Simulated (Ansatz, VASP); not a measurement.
# BAs in two plane-wave programs, part 2 of 2

Aim: how closely do two programs agree when they are given the same cell, functional and k mesh? The cell is taken from a series of VASP runs on this material, whose earlier steps may have relaxed, scaled or displaced it; both programs get it as it stands.

VASP 6.6.1 and Ansatz 0.2.0.

So far: The structure; VASP: band structure, r2SCAN-EpsX with an exact-exchange share of 0.102.

## (3) Ansatz: band structure, r2SCAN-EpsX with an exact-exchange share of 0.102

Level of this step: Ansatz beside VASP: Kohn-Sham DFT, plane waves, r2SCAN-EpsX (Ansatz).

Ansatz runs on its default PAW (the set named soft_2) files.

The same cell, functional, mesh and smearing now go to Ansatz, which takes its cutoff from its data sets.

input.yaml reads:

```yaml
crystal:
  lattice:
    - [0.0, 2.3885, 2.3885]
    - [2.3885, 0.0, 2.3885]
    - [2.3885, 2.3885, 0.0]
  atoms:
    - { symbol: As, position: [0.75, 0.75, 0.75] }
    - { symbol: B, position: [0.0, 0.0, 0.0] }
hamiltonian:
  xc: { exchange: r2scan, correlation: r2scan, exx: { coeff: 0.102 } }
  pseudopotentials: { kind: paw }
kpoints:
  mp_grid: { grid: [5, 5, 5] }
  band_path:
    path:
      - [0.0, 0.0, 0.0]
      - [0.38889, 0.0, 0.38889]
      - [0.5, 0.0, 0.5]
      - [0.5, 0.22222, 0.72222]
      - [0.40278, 0.34722, 0.75]
      - [0.125, 0.125, 0.25]
      - [0.27778, 0.27778, 0.27778]
      - [0.55556, 0.38889, 0.55556]
      - [0.58333, 0.25, 0.66667]
      - [0.5, 0.30556, 0.69444]
      - [0.48611, 0.48611, 0.52778]
      - [0.625, 0.25, 0.625]
      - [0.5, 0.0, 0.5]
    npoints: 1
scf:
  occupations: { method: gaussian, width: 0.03 }
  n_extra_bands: 7
output:
  forces: true
  stress: true
  eigenvalues: true
```

Command:

```bash
$ ansatz run input.yaml --threads 4 --pin off --max-ram 9216MiB --backend cpu --events-out ev --progress --plain --runs-dir out
```

Numbers of over 12 decimals in the logs are rounded to 6 here.

Log:

```text
Warning: output.stress: scf.convergence.dr2_threshold = 1e-7 eV (the SCF's general default) is looser than the 2e-10 eV advised for a printed stress (1e-10 eV for each atom of the cell: 2). What an SCF threshold leaves in a stress goes as its square root, and in the free energy as the threshold itself, and one threshold admits the most on a small cell: [figures from the program's tests cut] Set scf.convergence.dr2_threshold to 2e-10 eV or tighter. The threshold is an SCF's pass mark: one that does not reach it within its budget of iterations ends unconverged, or closes short of it on a stop that the run arms, and scf.convergence.dr2_threshold's page says what that costs each kind of run
Warning: output.stress: scf.exx.energy_threshold = 1e-6 eV is looser than the 2e-8 eV advised for a stress under a hybrid functional (1e-8 eV for each atom of the cell: 2). Every SCF of the exchange loop can meet its threshold on dr2 while the loop round them stops early: no threshold on dr2 bounds what that leaves in the stress. Set scf.exx.energy_threshold to 2e-8 eV or tighter. The threshold is the loop's pass mark: a loop that does not reach it within its budget of cycles ends unconverged, and scf.exx.energy_threshold's page has the law
scf.n_extra_bands = 7 over 9 filled bands (N_el = 18.0): the run solves 16 bands
Engine: ansatz 0.2.0, aarch64-unknown-linux-gnu
Pseudopotentials: kind: paw
Pseudopotential: As, paw, valence charge 15, recommended cutoff 500 eV (meta_gga), As.paw.azcp
Pseudopotential: B, paw, valence charge 3, recommended cutoff 500 eV (meta_gga), B.paw.azcp
Functional definition: unnamed
  parameter a_1 = 0.102
  exchange = (1 - a_1)*r2scan_x + a_1*exact_x
  correlation = r2scan_c
Crystal: 2 atoms, lattice volume = 27.252 Å³
Basis set: ecut = 500 eV, 701 PW (Γ), exchange–correlation on 100×100×100 points (64 copies of the dense FFT grid, shifted against one another)
Bands: 16, of which v1, the nominal top of the filled ones, is band 9 counted from 1 (8 counted from 0)
Symmetry: 24 space group operations
Space group: F-43m (ITA 216), of the structure as read, at distance tolerance 3.0e-5 Å
k-points: 10 of 125 (time reversal used)
Non-local potential: As, projectors of the file, l = 0: 2, l = 1: 2, l = 2: 3, l = 3: 1
Non-local potential: B, projectors of the file, l = 0: 2, l = 1: 2, l = 2: 1
PAW form: soft (Blöchl's): semilocal exchange-correlation on the pseudo side does not see the compensation charge
PAW frozen core: As, regenerated for the run's functional, and the local potential with it (the file was generated under x = pbe(κ = 0.804, μ = 0.219515), c = pbe(β = 0.066725))
PAW frozen core: B, regenerated for the run's functional, and the local potential with it (the file was generated under x = pbe(κ = 0.804, μ = 0.219515), c = pbe(β = 0.066725))
PAW one-centre angular grid: As, 590 points (default); XC on 160 Gauss nodes
PAW one-centre angular grid: B, 302 points (default); XC on 160 Gauss nodes
Initial density: superposition of atomic densities (neutral atoms: chi_scale 0, normalization atom), corrected by the library's trained network
Initial wavefunctions: pseudopotential atomic-orbital guess
Functional: x = r2scan, c = r2scan; τ floored in thin density (d = 2e-4 eV/Å³), warm-up for x = 0.898 r2scan + 0.102 exact, c = r2scan; τ floored in thin density (d = 2e-4 eV/Å³)
SCF iter   1: F=—  HF=-5021.259569 eV  |F-HF|=—  |Δ(HF+E_count)|=         —  Δρ=6.00e-3  dr2=1.01e-2  dr2_τ=9.85e-2  ethr=1.77e-3  ⟨swp⟩=9.3  Hψ=729  notcnv=0
preconditioner: auto → none  [insulator: Δε(μ)=1.338 eV  Ē_g=16.575 eV  σ=0.030 eV  W_gap=1.00  n_scr=8 (ndim 8)  ℏωp=20.1 eV  f_vac=0.000  D(μ)=0.00/eV (n_scr^D=0)]
iter 2 solved again at ethr=5.30e-6 eV; its pass at ethr=5.62e-5 eV (dr2=9.55e-4 eV) is discarded
SCF iter   2: F=—  HF=-5021.285607 eV  |F-HF|=—  |Δ(HF+E_count)|=   2.60e-2  Δρ=2.59e-3  dr2=9.58e-4  dr2_τ=1.02e-4  ethr=5.30e-6  ⟨swp⟩=2.0  Hψ=748  notcnv=0
SCF iter   3: F=—  HF=-5021.285738 eV  |F-HF|=—  |Δ(HF+E_count)|=   1.31e-4  Δρ=1.37e-3  dr2=2.44e-4  dr2_τ=3.40e-6  ethr=5.30e-6  ⟨swp⟩=2.0  Hψ=252  notcnv=0
SCF iter   4: F=-5021.285809 eV  HF=-5021.285806 eV  |F-HF|=3.24e-6  |Δ(HF+E_count)|=   6.77e-5  Δρ=3.61e-4  dr2=1.69e-5  dr2_τ=4.06e-7  ethr=1.36e-6  ⟨swp⟩=2.0  Hψ=258  notcnv=0
SCF 1 stopped early in 4 iterations: F = -5021.285809 eV  dr2 = 1.69e-5
  greatest PAW one-centre occupation: 0.999 electrons in one spin orbital (limit 2), on the As atom at site 0 (counted from 0), in its partial waves of l = 2
Initial density: handed on by an earlier stage of this run
Initial wavefunctions: those handed on with the density
Functional: x = 0.898 r2scan + 0.102 exact, c = r2scan; τ floored in thin density (d = 2e-4 eV/Å³)
Frozen-core exchange: fock
SCF iter   1: F=—  HF=-5020.952477 eV  |F-HF|=—  |Δ(HF+E_count)|=         —  Δρ=2.12e-3  dr2=5.60e-4  dr2_τ=2.03e-5  ethr=9.41e-7  ⟨swp⟩=5.3  Hψ=688  notcnv=0
preconditioner: auto → none  [insulator: Δε(μ)=1.859 eV  Ē_g=17.435 eV  σ=0.030 eV  W_gap=1.00  n_scr=8 (ndim 8)  ℏωp=20.1 eV  f_vac=0.002  D(μ)=0.00/eV (n_scr^D=0)]
SCF iter   2: F=—  HF=-5020.951976 eV  |F-HF|=—  |Δ(HF+E_count)|=   5.01e-4  Δρ=7.60e-4  dr2=1.14e-4  dr2_τ=6.81e-7  ethr=9.41e-7  ⟨swp⟩=3.9  Hψ=421  notcnv=0
SCF iter   3: F=—  HF=-5020.951985 eV  |F-HF|=—  |Δ(HF+E_count)|=   8.59e-6  Δρ=1.82e-4  dr2=1.27e-5  dr2_τ=1.16e-7  ethr=3.50e-7  ⟨swp⟩=2.0  Hψ=250  notcnv=0
SCF iter   4: F=—  HF=-5020.952252 eV  |F-HF|=—  |Δ(HF+E_count)|=   2.67e-4  Δρ=1.06e-4  dr2=1.29e-6  dr2_τ=3.17e-8  ethr=1.84e-8  ⟨swp⟩=4.0  Hψ=411  notcnv=0
SCF iter   5: F=-5020.952251 eV  HF=-5020.952251 eV  |F-HF|=7.09e-9  |Δ(HF+E_count)|=   6.79e-7  Δρ=2.34e-5  dr2=1.02e-7  dr2_τ=2.64e-9  ethr=7.05e-9  ⟨swp⟩=3.0  Hψ=309  notcnv=0
SCF 2 stopped early in 5 iterations: F = -5020.952251 eV  dr2 = 1.02e-7
hybrid outer 1: dexx = +2.112e-4 eV, tail = 7.22e-7 eV
Frozen-core exchange: fock
SCF iter   1: F=—  HF=-5020.952259 eV  |F-HF|=—  |Δ(HF+E_count)|=         —  Δρ=1.03e-5  dr2=1.28e-8  dr2_τ=5.64e-10  ethr=2.01e-8  ⟨swp⟩=4.8  Hψ=426  notcnv=0
preconditioner: auto → none  [insulator: Δε(μ)=1.868 eV  Ē_g=17.435 eV  σ=0.030 eV  W_gap=1.00  n_scr=8 (ndim 8)  ℏωp=20.1 eV  f_vac=0.002  D(μ)=0.00/eV (n_scr^D=0)]
SCF iter   2: F=-5020.952259 eV  HF=-5020.952259 eV  |F-HF|=2.18e-10  |Δ(HF+E_count)|=   7.97e-9  Δρ=2.65e-6  dr2=1.17e-9  dr2_τ=5.72e-11  ethr=6.83e-11  ⟨swp⟩=4.0  Hψ=394  notcnv=0
SCF 3 converged in 2 iterations: F = -5020.952259 eV  dr2 = 1.17e-9
  Residual-converged pass: ⟨swp⟩=2.1  Hψ=250  notcnv=0  max |occ|·‖R‖ = 2.0e-6 eV (tolerance 2.4e-6 eV)  dr2=1.17e-9  dr2_τ=5.72e-11  dr2_onsite=9.25e-10  max |Δocc| = 0.0e0
hybrid outer 2: dexx = +6.611e-9 eV, tail = 4.41e-9 eV, Δε = 4.12e-4 eV (about 4.71e-5 eV left of the loop's levels)
NSCF: frozen V_eff on 13 k-points
hybrid SCF converged: 2 outer / 7 inner (+4 warm-up), last move |dexx| = 6.61e-9 eV, tail = 4.41e-9 eV
Stability not checked: this state was not tested for a lower state beside it, because the functional holds exact exchange (a hybrid, or Hartree-Fock), whose exchange loop this test does not read (fock_operator; see scf.lower_state_search)
Free energy (F): -5020.952259 eV
Frozen-core exchange: fock
Harris-Foulkes:  -5020.952259 eV  (|F-HF|=2.18e-10)
Internal energy: -5020.952259 eV  (E = F + TS)
E sigma→0 (E₀):  -5020.952259 eV
Fermi energy:    11.715977 eV
--- Per-component energies (eV) ---
  E_band       = -242.863218
  E_kinetic    = 151.522735
  E_local      = -1694.578272  (includes V_loc(G=0)·N_el)
  E_nonlocal   = -657.950258
  E_hartree    = 941.629228
  E_xc         = -96.057162
  E_vxc        = -113.412740  (∫ρ·V_xc dr)
  E_exx        = -30.253296  (= α·E_x^exact, valence–valence)
  E_paw        = -1907.893855  (= ΣΔE_a)
  E_vpaw       = 243.536549  (= ΣTr[D̂ρ^β])
  E_aug_tail   = -0.000007  (compensation charges beyond the density's cutoff)
  E_vtau       = 5.267275  (kinetic-family band-sum trace: ∫τ·v_τ [+ j·A + Jᵃ·Aᵃ] dr)
  E_ewald      = -1725.774997
  E_core_change = -1.596375  (= ΣΔE_core)
  E_smearing   = -0.000000  (= −TS)
  E_closure    = 0.000000  (closes the sum)
  Σ components = -5020.952259   (vs F -5020.952259, Δ=0.00e0)
--- Forces (eV/Å), atoms counted from 1 ---
  atom   1  As    -0.00000000     0.00000000    -0.00000000
  atom   2  B     -0.00000000     0.00000000    -0.00000000
  max |Σ_I F_I| component: 5.64e-16 eV/Å
--- Stress (GPa, compression-positive) ---
       -0.155908       0.000000      -0.000000
        0.000000      -0.155908       0.000000
       -0.000000       0.000000      -0.155908
  P = ⅓ Tr σ = -0.1559 GPa (-1.559 kbar)
--- Band table (eV; the first three rows and the last of 10) ---
  k-point 0: bands = [... 5 lower, -5.9504, 10.7822, 10.7822, 10.7822, 14.7919, 14.7919, 14.7919, 16.5755, ... 3 higher]
  k-point 1: bands = [... 5 lower, -5.2457, 6.6905, 9.8222, 9.8222, 14.8583, 16.0192, 16.0192, 19.2244, ... 3 higher]
  k-point 2: bands = [... 5 lower, -3.4039, 2.1288, 8.8950, 8.8950, 14.3884, 16.4885, 16.4885, 21.0215, ... 3 higher]
  k-point 9: bands = [... 5 lower, -1.8751, 2.3723, 4.8519, 6.2650, 16.1659, 17.1168, 17.9117, 21.8469, ... 3 higher]
```

The job ended after 22 s (4 threads of Arm Neoverse V1, shared host; peak memory 0.75 GiB).

Reading the cycles: dr2 is the Hartree energy of the density residual (eV), the measure of convergence; HF is the Harris–Foulkes estimate of the energy, which meets the free energy F at convergence.

## (4) Side by side

Known differences besides the potentials themselves: exact exchange at q = 0 is treated differently, which shows on coarse meshes; VASP keeps PBE cores, Ansatz makes them for the functional; the data sets hold 18 valence electrons in Ansatz (default PAW (the set named soft_2) files) and 8 in VASP; the cutoff is 500 eV in Ansatz and 370 eV in VASP; VASP takes a coarser grid for exact exchange (PRECFOCK = Fast). Total energies have different zeros and are not compared.

Compared:

```
                     quantity  Ansatz   VASP  difference
gap over the path points (eV)   1.869  1.879      -0.010
```

Levels at points of the path, from each program's valence-band top (eV; 3 filled, then empty):

```
k (reciprocal lattice)                             Ansatz                               VASP
     0.000 0.000 0.000      0.00 0.00 0.00 4.01 4.01 4.01      0.00 0.00 0.00 4.01 4.01 4.01
     0.389 0.000 0.389  -7.81 -4.16 -4.16 1.87 3.17 11.69  -7.80 -4.16 -4.16 1.88 3.18 11.65
     0.500 0.000 0.500  -9.42 -4.47 -4.47 2.11 2.20 13.00  -9.40 -4.46 -4.46 2.13 2.21 12.96
     0.500 0.222 0.722   -8.96 -5.90 -5.60 5.97 6.53 8.43   -8.95 -5.89 -5.59 5.96 6.53 8.42
     0.403 0.347 0.750  -9.00 -6.41 -4.03 3.11 6.63 10.16  -8.99 -6.40 -4.02 3.12 6.62 10.14
     0.125 0.125 0.250   -3.56 -2.43 -0.52 4.79 4.81 5.63   -3.55 -2.42 -0.52 4.79 4.81 5.64
     0.278 0.278 0.278   -6.07 -1.42 -1.42 3.85 5.63 5.63   -6.06 -1.41 -1.41 3.87 5.63 5.63
     0.556 0.389 0.556   -9.27 -4.22 -2.68 4.00 6.57 7.16   -9.26 -4.21 -2.67 4.01 6.57 7.15
     0.583 0.250 0.667   -8.99 -6.37 -4.26 3.48 6.65 9.80   -8.98 -6.36 -4.25 3.48 6.65 9.78
     0.500 0.306 0.694   -8.83 -6.16 -4.77 5.66 6.63 8.20   -8.81 -6.15 -4.76 5.65 6.63 8.20
```

Among the levels compared at these points, filled levels agree within 16 meV and empty ones within 42 meV.

## (5) What came out

```json
{
  "difference in gap over the path points (band structure, r2SCAN-EpsX with an exact-exchange share of 0.102)": "-0.010 eV"
}
```

In words: The difference in gap over the path points is -0.010 eV (band structure, r2SCAN-EpsX with an exact-exchange share of 0.102), within the 0.08 eV picked in this series as the mark of a large difference. How closely two codes agree says nothing of how well the functional describes the real material.

[Lines on the potential files, build, host, timing and source positions are cut from VASP's logs without a mark.]

[Logs are printed without paths, hosts, clocks, repeated set-up lines and the standing remarks that a program may print on its own settings, such as how far it seeks lower states.]

[Hosts, paths, dates, database ids (printed as entryN), source tags and the programs' standing remarks are cut or masked in the printed files.]
